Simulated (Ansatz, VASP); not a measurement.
**SiGeO4 in two plane-wave programs**

One calculation is typed for both programs; each brings its own data sets. How far apart do they land? The cell is generated by rule, not measured, and may not be a known phase. The cell is taken from a series of runs on this material, whose earlier steps may have relaxed, scaled, displaced or heated it; both programs get it as it stands.

Program: Ansatz 0.2.0. Level of theory: plane waves, with VASP 6.6.1 beside it; single point at PBEsol. Results are calculated unless marked as measured.

## Step 1: Set-up

It takes space group F-43m (No. 216, cubic). Conventional cell: a = 7.290 Å, b = 7.290 Å, c = 7.290 Å, α = 90.00°, β = 90.00°, γ = 90.00°. Si has 4 O at 1.58 Å nearest. Ge has 4 O at 1.58 Å nearest. Nearest to O lie 1 Si at 1.58 Å and 1 Ge at 1.58 Å. Farther neighbours and most contacts between anions are not listed.

## Step 2: VASP: single point, PBEsol, pair 1

With cell and atoms fixed, the geometry can't cause a difference; cores, projectors, grids and the points listed under the comparison can.

Lines of VASP's logs that name or quote its potential files are left out, and so is its time.

INCAR

```
SYSTEM = SiGeO4
PREC = Accurate
ENCUT = 600
EDIFF = 1E-06
NELM = 120
ISMEAR = 0
SIGMA = 0.1
LREAL = .FALSE.
ALGO = Normal
GGA = PS
NBANDS = 27
LORBIT = 11
LWAVE = .FALSE.
LCHARG = .FALSE.
ISIF = 2
LASPH = .TRUE.
GGA_COMPAT = .FALSE.
EFERMI = MIDGAP
KPAR = 2
```

POSCAR

```
SiGeO4
1.0
    0.0000000000      3.6452100000      3.6452100000
    3.6452100000      0.0000000000      3.6452100000
    3.6452100000      3.6452100000      0.0000000000
Si Ge O
1 1 4
Direct
    0.0000000000      0.0000000000      0.0000000000
    0.2500000000      0.2500000000      0.2500000000
    0.1250000000      0.1250000000      0.1250000000
    0.6250000000      0.1250000000      0.1250000000
    0.1250000000      0.1250000000      0.6250000000
    0.1250000000      0.6250000000      0.1250000000
```

KPOINTS

```
Automatic mesh
0
Gamma
4 4 4
0 0 0
```

The projector-augmented-wave data sets are Si, Ge_d and O (PBE family, release 64).

The run is started by

```
$ mpirun -np 2 vasp_std
```

Numbers of over 12 decimals in the logs are rounded to 6 here.

Output:

```text
[banner, memory and clock lines left out]
running    2 mpi-ranks, on    1 nodes
 distrk:  each k-point on    1 cores,    2 groups
 distr:  one band on    1 cores,    1 groups

 POSCAR found type information on POSCAR SiGeO
 POSCAR found :  3 types and       6 ions
|                                                                             |
|               ----> ADVICE to this user running VASP <----                  |
|                                                                             |
|     You enforced a specific xc type in the INCAR file but a different       |
|     [... a line on the potential file left out ...]
|     I HOPE YOU KNOW WHAT YOU ARE DOING!                                     |
|                                                                             |

 LDA part: xc-table for (Slater+PW92), standard interpolation
 POSCAR, INCAR and KPOINTS ok, starting setup
 FFT: planning ... GRIDC
 FFT: planning ... GRID_SOFT
 FFT: planning ... GRID
 WAVECAR not read
 entering main loop
       N       E                     dE             d eps       ncg     rms          rms(c)
DAV:   1     0.488418448417E+03    0.48842E+03   -0.23499E+04   551   0.296E+03
DAV:   2     0.155405651103E+02   -0.47288E+03   -0.45262E+03   540   0.885E+02
DAV:   3    -0.471033911299E+02   -0.62644E+02   -0.62425E+02   467   0.185E+02
DAV:   4    -0.503464657122E+02   -0.32431E+01   -0.32386E+01   576   0.513E+01
DAV:   5    -0.504219854816E+02   -0.75520E-01   -0.75480E-01   533   0.716E+00    0.209E+01
DAV:   6    -0.428532282121E+02    0.75688E+01   -0.24219E+01   690   0.926E+01    0.842E+00
DAV:   7    -0.427698861641E+02    0.83342E-01   -0.27621E+00   468   0.979E+00    0.406E+00
DAV:   8    -0.427138760184E+02    0.56010E-01   -0.33042E-01   701   0.100E+01    0.860E-01
DAV:   9    -0.427037825225E+02    0.10093E-01   -0.12051E-01   680   0.573E+00    0.353E-01
DAV:  10    -0.427084254673E+02   -0.46429E-02   -0.96704E-03   462   0.938E-01    0.133E-01
DAV:  11    -0.427095808977E+02   -0.11554E-02   -0.73458E-04   477   0.220E-01    0.659E-02
DAV:  12    -0.427098496028E+02   -0.26871E-03   -0.25041E-04   539   0.323E-01    0.158E-02
DAV:  13    -0.427098779478E+02   -0.28345E-04   -0.49786E-05   650   0.963E-02    0.190E-02
DAV:  14    -0.427098778944E+02    0.53447E-07   -0.25856E-05   615   0.701E-02    0.487E-03
DAV:  15    -0.427098777209E+02    0.17349E-06   -0.16733E-06   456   0.164E-02
   1 F= -.42709878E+02 E0= -.42709878E+02  d E =0.000000E+00
```

From OUTCAR (step 2):

```text
ion  position               nearest neighbor table
   1  0.000  0.000  0.000-   3 1.58   4 1.58   5 1.58   6 1.58
   2  0.250  0.250  0.250-   3 1.58   4 1.58   5 1.58   6 1.58
   3  0.125  0.125  0.125-   1 1.58   2 1.58
   4  0.625  0.125  0.125-   1 1.58   2 1.58
   5  0.125  0.125  0.625-   1 1.58   2 1.58
   6  0.125  0.625  0.125-   1 1.58   2 1.58

  LATTYP: Found a face centered cubic cell.
 ALAT       =     7.2904200000

 Subroutine GETGRP returns: Found 24 space group operations
 (whereof 24 operations were pure point group operations)

The static configuration has the point symmetry T_d .

 Found      8 irreducible k-points:

   k-points           NKPTS =      8   k-points in BZ     NKDIM =      8   number of bands    NBANDS=     27

   dimension x,y,z NGX =    42 NGY =   42 NGZ =   42
   dimension x,y,z NGXF=    84 NGYF=   84 NGZF=   84

   ENCUT  =  600.0 eV  44.10 Ry    6.64 a.u.  10.30 10.30 10.30*2*pi/ulx,y,z

   NELECT =      42.0000    total number of electrons

 k-points in reciprocal lattice and weights: Automatic mesh
   0.00000000  0.00000000  0.00000000       0.016
   0.25000000  0.00000000  0.00000000       0.125
   0.50000000  0.00000000  0.00000000       0.062
   0.25000000  0.25000000  0.00000000       0.094
   0.50000000  0.25000000  0.00000000       0.375
  -0.25000000  0.25000000  0.00000000       0.188
   0.50000000  0.50000000  0.00000000       0.047
  -0.25000000  0.50000000  0.25000000       0.094

 average (electrostatic) potential at core
       1 -87.6040       2 -77.4003       3 -74.1223       4 -74.1223       5 -74.1223
       6 -74.1223

 E-fermi :   2.1053

 k-point     1 :       0.0000    0.0000    0.0000
  band No.  band energies     occupation
    ...
     17      -2.2353      2.00000
     18      -2.2353      2.00000
     19      -0.6788      2.00000
     20      -0.6788      2.00000
     21      -0.6788      2.00000
     22       4.8828      0.00000
     23       8.4655      0.00000
     24       8.7668      0.00000
     25       8.7668      0.00000
     26       8.7668      0.00000
    ...

 k-point     2 :       0.2500    0.0000    0.0000
  band No.  band energies     occupation
    ...
     17      -2.3198      2.00000
     18      -2.3198      2.00000
     19      -1.0744      2.00000
     20      -1.0744      2.00000
     21      -0.6755      2.00000
     22       5.6717      0.00000
     23       8.4523      0.00000
     24       9.1203      0.00000
     25       9.4642      0.00000
     26       9.4642      0.00000
    ...

 k-point     3 :       0.5000    0.0000    0.0000
  band No.  band energies     occupation
    ...
     17      -2.6009      2.00000
     18      -2.6009      2.00000
     19      -1.4277      2.00000
     20      -1.4277      2.00000
     21      -0.6721      2.00000
     22       7.2221      0.00000
     23       7.6171      0.00000
     24       8.3128      0.00000
     25      10.4142      0.00000
     26      10.4142      0.00000
    ...

  Total       18.1664208     18.1664208     18.1664208      0.0000000      0.0000000     -0.0000000
  in kB      300.4569793    300.4569793    300.4569793      0.0000000      0.0000000     -0.0000000
  external PRESSURE =     300.4569793 kB  Pullay stress =       0.0000000 kB

  energy-cutoff  :      600.00
  volume of cell :       96.87
      direct lattice vectors                 reciprocal lattice vectors
     0.000000000  3.645210000  3.645210000    -0.137166309  0.137166309  0.137166309
     3.645210000  0.000000000  3.645210000     0.137166309 -0.137166309  0.137166309
     3.645210000  3.645210000  0.000000000     0.137166309  0.137166309 -0.137166309

 POSITION                                       TOTAL-FORCE (eV/Angst)
 -----------------------------------------------------------------------------------
      0.00000      0.00000      0.00000        -0.000000     -0.000000     -0.000000
      1.82261      1.82261      1.82261        -0.000000     -0.000000     -0.000000
      0.91130      0.91130      0.91130        -3.318268     -3.318268     -3.318268
      0.91130      2.73391      2.73391        -3.318268      3.318268      3.318268
      2.73391      2.73391      0.91130         3.318268      3.318268     -3.318268
      2.73391      0.91130      2.73391         3.318268     -3.318268      3.318268
 -----------------------------------------------------------------------------------
    total drift:                                0.000002      0.000002      0.000003

  FREE ENERGIE OF THE ION-ELECTRON SYSTEM (eV)
  ---------------------------------------------------
  free  energy   TOTEN  =       -42.7098777209 eV

  energy  without entropy=      -42.7098777209  energy(sigma->0) =      -42.70987772

 total charge
# of ion       s       p       d       tot
------------------------------------------
    1        0.658   1.074   0.000   1.733
    2        1.029   1.860  11.027  13.917
    3        1.544   3.775   0.000   5.319
    4        1.544   3.775   0.000   5.319
    5        1.544   3.775   0.000   5.319
    6        1.544   3.775   0.000   5.319
--------------------------------------------------
tot          7.864  18.036  11.027  36.927

[... 3 further parts left out ...]
```

The run ends at a pressure of 30.05 GPa, with forces up to 5.7 eV/Å.

## Step 3: Ansatz: single point, PBEsol, pair 1

Ansatz runs on norm-conserving files, of PseudoDojo where its log says so.

The same cell, functional, mesh and smearing now go to Ansatz, which takes its cutoff from its data sets.

input.yaml

```yaml
crystal:
  lattice:
    - [0.0, 3.64521, 3.64521]
    - [3.64521, 0.0, 3.64521]
    - [3.64521, 3.64521, 0.0]
  atoms:
    - { symbol: Si, position: [0.0, 0.0, 0.0] }
    - { symbol: Ge, position: [0.25, 0.25, 0.25] }
    - { symbol: O, position: [0.125, 0.125, 0.125] }
    - { symbol: O, position: [0.625, 0.125, 0.125] }
    - { symbol: O, position: [0.125, 0.125, 0.625] }
    - { symbol: O, position: [0.125, 0.625, 0.125] }
kpoints:
  mp_grid: { grid: [4, 4, 4] }
hamiltonian:
  xc: pbesol
  pseudopotentials: { kind: nc, accuracy: standard }
scf:
  occupations: { method: gaussian, width: 0.1 }
output:
  forces: true
  stress: true
  eigenvalues: true
```

The run is started by

```
$ ansatz run input.yaml --threads 8 --pin off --max-ram 14336MiB --backend cpu --events-out ev --progress --plain --runs-dir out
```

Output:

```text
Engine: ansatz 0.2.0, x86_64-unknown-linux-gnu
Pseudopotentials: kind: nc
Pseudopotential: Si, nc, valence charge 4, recommended cutoff 489.804952 eV (normal), Si.nc.azcp (PseudoDojo's, or run here from an input of PseudoDojo's; its table is named by hamiltonian.pseudopotentials.accuracy)
Pseudopotential: Ge, nc, valence charge 14, recommended cutoff 1061.244064 eV (normal), Ge.nc.azcp (PseudoDojo's, or run here from an input of PseudoDojo's; its table is named by hamiltonian.pseudopotentials.accuracy)
Pseudopotential: O, nc, valence charge 6, recommended cutoff 1142.878222 eV (normal), O.nc.azcp (PseudoDojo's, or run here from an input of PseudoDojo's; its table is named by hamiltonian.pseudopotentials.accuracy)
Functional definition: PBEsol
  exchange = pbesol_x
  correlation = pbesol_c
Crystal: 6 atoms, lattice volume = 96.872 Å³
Basis set: ecut = 1142.878222 eV, 8441 PW (Γ), exchange–correlation on 120×120×120 points (8 copies of the dense FFT grid, shifted against one another)
Bands: 27, of which v1, the nominal top of the filled ones, is band 21 counted from 1 (20 counted from 0)
Symmetry: 24 space group operations
Space group: F-43m (ITA 216), of the structure as read, at distance tolerance 4.6e-5 Å
k-points: 8 of 64 (time reversal used)
Non-local potential: Si, projectors of the file, l = 0: 2, l = 1: 2, l = 2: 2
Non-local potential: Ge, projectors of the file, l = 0: 2, l = 1: 2, l = 2: 2
Non-local potential: O, projectors of the file, l = 0: 2, l = 1: 2, l = 2: 1
Initial density: superposition of atomic densities (chi_scale 0.1, normalization cell, long waves kept (reshape's long-wave potential 0.05 eV rms))
Initial wavefunctions: pseudopotential atomic-orbital guess
Functional: x = pbesol(κ = 0.804, μ = 0.123457), c = pbesol(β = 0.046)
SCF iter   1: F=—  HF=-4343.022586 eV  |F-HF|=—  |Δ(HF+E_count)|=         —  Δρ=1.17e-1  dr2=1.14e1  ethr=3.10e-3  ⟨swp⟩=7.2  Hψ=1175  notcnv=0
preconditioner: auto → none  [insulator: Δε(μ)=7.366 eV  Ē_g=22.471 eV  σ=0.100 eV  W_gap=1.00  n_scr=14 (ndim 8)  ℏωp=24.5 eV  f_vac=0.259  D(μ)=0.00/eV (n_scr^D=0)  ε∞_Penn≈2.2]
SCF iter   2: F=—  HF=-4339.344441 eV  |F-HF|=—  |Δ(HF+E_count)|=    3.68e0  Δρ=4.75e-2  dr2=8.88e-1  ethr=3.10e-3  ⟨swp⟩=5.0  Hψ=637  notcnv=0  defer=10
SCF iter   3: F=—  HF=-4339.096158 eV  |F-HF|=—  |Δ(HF+E_count)|=   2.48e-1  Δρ=1.55e-2  dr2=1.06e-1  ethr=2.11e-3  ⟨swp⟩=3.1  Hψ=397  notcnv=0  defer=2
automatic band count: iteration 3 solves 26 bands in place of 27: the levels show a gap, and the empty bands left out lie too high to hold charge; the band table lists the bands solved (type scf.n_extra_bands for more)
SCF iter   4: F=—  HF=-4339.083218 eV  |F-HF|=—  |Δ(HF+E_count)|=   1.29e-2  Δρ=3.57e-3  dr2=4.41e-3  ethr=2.52e-4  ⟨swp⟩=2.8  Hψ=425  notcnv=0  defer=5
SCF iter   5: F=—  HF=-4339.083517 eV  |F-HF|=—  |Δ(HF+E_count)|=   3.00e-4  Δρ=4.83e-4  dr2=3.09e-4  ethr=1.05e-5  ⟨swp⟩=2.8  Hψ=406  notcnv=0
automatic band count: iteration 5 solves 25 bands in place of 26: the levels show a gap, and the empty bands left out lie too high to hold charge; the band table lists the bands solved (type scf.n_extra_bands for more)
SCF iter   6: F=—  HF=-4339.083431 eV  |F-HF|=—  |Δ(HF+E_count)|=   8.62e-5  Δρ=1.33e-4  dr2=5.07e-6  ethr=7.36e-7  ⟨swp⟩=2.4  Hψ=324  notcnv=0
SCF iter   7: F=—  HF=-4339.083712 eV  |F-HF|=—  |Δ(HF+E_count)|=   2.80e-4  Δρ=2.65e-5  dr2=2.30e-7  ethr=1.21e-8  ⟨swp⟩=2.0  Hψ=356  notcnv=0
SCF iter   8: F=-4339.083712 eV  HF=-4339.083712 eV  |F-HF|=1.90e-9  |Δ(HF+E_count)|=   1.21e-7  Δρ=2.69e-6  dr2=3.71e-9  ethr=2.38e-10  ⟨swp⟩=10.9  Hψ=1197  notcnv=0
SCF 1 converged in 8 iterations: F = -4339.083712 eV  dr2 = 3.71e-9
SCF converged after 8 iterations
Free energy (F): -4339.083712 eV
Harris-Foulkes:  -4339.083712 eV  (|F-HF|=1.90e-9)
Internal energy: -4339.083712 eV  (E = F + TS)
E sigma→0 (E₀):  -4339.083712 eV
Fermi energy:    4.208026 eV
--- Per-component energies (eV) ---
  E_band       = -393.039059
  E_kinetic    = 3159.986953
  E_local      = -5462.731489  (includes V_loc(G=0)·N_el)
  E_nonlocal   = -1596.990446
  E_hartree    = 2236.895275
  E_xc         = -1096.475842
  E_vxc        = -967.098936  (∫ρ·V_xc dr)
  E_ewald      = -1579.768161
  E_smearing   = -0.000000  (= −TS)
  E_closure    = -0.000000  (closes the sum)
  Σ components = -4339.083712   (vs F -4339.083712, Δ=0.00e0)
--- Forces (eV/Å), atoms counted from 1 ---
  atom   1  Si     0.00000000    -0.00000000    -0.00000000
  atom   2  Ge    -0.00000000     0.00000000     0.00000000
  atom   3  O     -3.49367808    -3.49367808    -3.49367808
  atom   4  O     -3.49367808     3.49367808     3.49367808
  atom   5  O      3.49367808     3.49367808    -3.49367808
  atom   6  O      3.49367808    -3.49367808     3.49367808
  max |Σ_I F_I| component: 2.22e-15 eV/Å
--- Stress (GPa, compression-positive) ---
       30.006296      -0.000000      -0.000000
       -0.000000      30.006296       0.000000
       -0.000000       0.000000      30.006296
  P = ⅓ Tr σ = 30.0063 GPa (300.063 kbar)
--- Band table (eV; the first three rows and the last of 8) ---
  k-point 0: bands = [... 17 lower, -0.1951, 1.3948, 1.3948, 1.3948, 7.0118, 10.5272, 10.8485, 10.8485]
  k-point 1: bands = [... 17 lower, -0.2720, 0.9948, 0.9948, 1.3980, 7.7949, 10.5304, 11.2060, 11.5421]
  k-point 2: bands = [... 17 lower, -0.5268, 0.6294, 0.6294, 1.4013, 9.3477, 9.7118, 10.4019, 12.4864]
  k-point 7: bands = [... 17 lower, -0.0357, 0.3648, 0.6527, 0.7336, 10.3992, 10.4117, 10.9844, 11.4165]
```

The run ends at a pressure of 30.01 GPa, with forces up to 6.1 eV/Å.

## Step 4: Comparison

Known differences besides the potentials themselves: the cutoff is 1142.88 eV in Ansatz and 600 eV in VASP. Total energies have different zeros and are not compared.

Both answers:

| quantity | Ansatz | VASP | difference |
| --- | --- | --- | --- |
| pressure (GPa) | 30.01 | 30.05 | -0.04 |
| gap on the k mesh (eV) | 5.611 | 5.555 | +0.056 |

Forces (eV/Å; atoms numbered as in POSCAR):

| atom | Ansatz x, y, z | VASP x, y, z |
| --- | --- | --- |
| Si1 | 0.000, 0.000, 0.000 | 0.000, 0.000, 0.000 |
| Ge2 | 0.000, 0.000, 0.000 | 0.000, 0.000, 0.000 |
| O3 | -3.494, -3.494, -3.494 | -3.318, -3.318, -3.318 |
| O4 | -3.494, 3.494, 3.494 | -3.318, 3.318, 3.318 |
| O5 | 3.494, 3.494, -3.494 | 3.318, 3.318, -3.318 |
| O6 | 3.494, -3.494, 3.494 | 3.318, -3.318, 3.318 |

The forces differ by 143 meV/Å r.m.s., which is 5.3 % of the r.m.s. force of 2.709 eV/Å (both taken over all components). A gap on the mesh is an upper bound, since the band edges may lie between its points.

## Step 5: VASP: single point, PBEsol, pair 2

A single point gives forces, pressure and levels at one fixed geometry, so differences don't come from the geometry; what else differs is listed under the comparison. The cell compared in this pair holds 113.06 Å³, against 96.87 Å³ for the pair before.

INCAR: that of step 2 with these lines changed.

```diff
@@ -6,3 +6,3 @@
 ISMEAR = 0
-SIGMA = 0.1
+SIGMA = 0.02
 LREAL = .FALSE.
```

POSCAR

```
SiGeO4
1.0
    0.0000000000      3.8379174859      3.8379174859
    3.8379174859      0.0000000000      3.8379174859
    3.8379174859      3.8379174859      0.0000000000
Si Ge O
1 1 4
Direct
    0.0000000000      0.0000000000      0.0000000000
    0.2500000000      0.2500000000      0.2500000000
    0.1209006003      0.1209006003      0.1209006003
    0.6372981992      0.1209006003      0.1209006003
    0.1209006003      0.1209006003      0.6372981992
    0.1209006003      0.6372981992      0.1209006003
```

KPOINTS is that of step 2.

The run is started by

```
$ mpirun -np 2 vasp_std
```

Output:

```text
[banner, memory and clock lines left out]
running    2 mpi-ranks, on    1 nodes
[...]
[... a notice as in an earlier step ...]

 LDA part: xc-table for (Slater+PW92), standard interpolation
 POSCAR, INCAR and KPOINTS ok, starting setup
[...]
entering main loop
       N       E                     dE             d eps       ncg     rms          rms(c)
DAV:   1     0.457054339468E+03    0.45705E+03   -0.22702E+04   554   0.270E+03
DAV:   2     0.128135608431E+02   -0.44424E+03   -0.42798E+03   556   0.797E+02
DAV:   3    -0.478055697810E+02   -0.60619E+02   -0.60392E+02   476   0.182E+02
DAV:   4    -0.511479157276E+02   -0.33423E+01   -0.33384E+01   573   0.518E+01
[...]
DAV:  12    -0.445712740936E+02   -0.26059E-03   -0.23552E-04   526   0.170E-01    0.188E-02
DAV:  13    -0.445712820056E+02   -0.79119E-05   -0.19416E-05   516   0.390E-02    0.162E-02
DAV:  14    -0.445712819345E+02    0.71113E-07   -0.96407E-06   411   0.269E-02
   1 F= -.44571282E+02 E0= -.44571282E+02  d E =0.000000E+00
```

OUTCAR, selected parts (step 5):

```text
  Total        0.1813827      0.1813827      0.1813827     -0.0000000      0.0000000     -0.0000000
  in kB        2.5703339      2.5703339      2.5703339     -0.0000000      0.0000000     -0.0000000
  external PRESSURE =       2.5703339 kB  Pullay stress =       0.0000000 kB

 POSITION                                       TOTAL-FORCE (eV/Angst)
 -----------------------------------------------------------------------------------
      0.00000      0.00000      0.00000         0.000000      0.000000      0.000000
      1.91896      1.91896      1.91896         0.000000      0.000000      0.000000
      0.92801      0.92801      0.92801         0.082518      0.082518      0.082518
      0.92801      2.90990      2.90990         0.082518     -0.082518     -0.082518
      2.90990      2.90990      0.92801        -0.082518     -0.082518      0.082518
      2.90990      0.92801      2.90990        -0.082518      0.082518     -0.082518
 -----------------------------------------------------------------------------------
    total drift:                                0.000000      0.000000      0.000001

  FREE ENERGIE OF THE ION-ELECTRON SYSTEM (eV)
  ---------------------------------------------------
  free  energy   TOTEN  =       -44.5712819345 eV

  energy  without entropy=      -44.5712819345  energy(sigma->0) =      -44.57128193

[... 1 part as in an earlier step ...]

[... 2 further parts left out ...]
[key lines of the parts left out:]
E-fermi :   0.5853
```

The run ends at a pressure of 0.26 GPa, with forces up to 0.14 eV/Å.

[end of part 1 of 2]

[Lines on the potential files, build, host, timing and source positions are cut from VASP's logs without a mark.]

[Logs are printed without paths, hosts, clocks, repeated set-up lines and the standing remarks that a program may print on its own settings, such as how far it seeks lower states.]

[Hosts, paths, dates, database ids (printed as entryN), source tags and the programs' standing remarks are cut or masked in the printed files.]
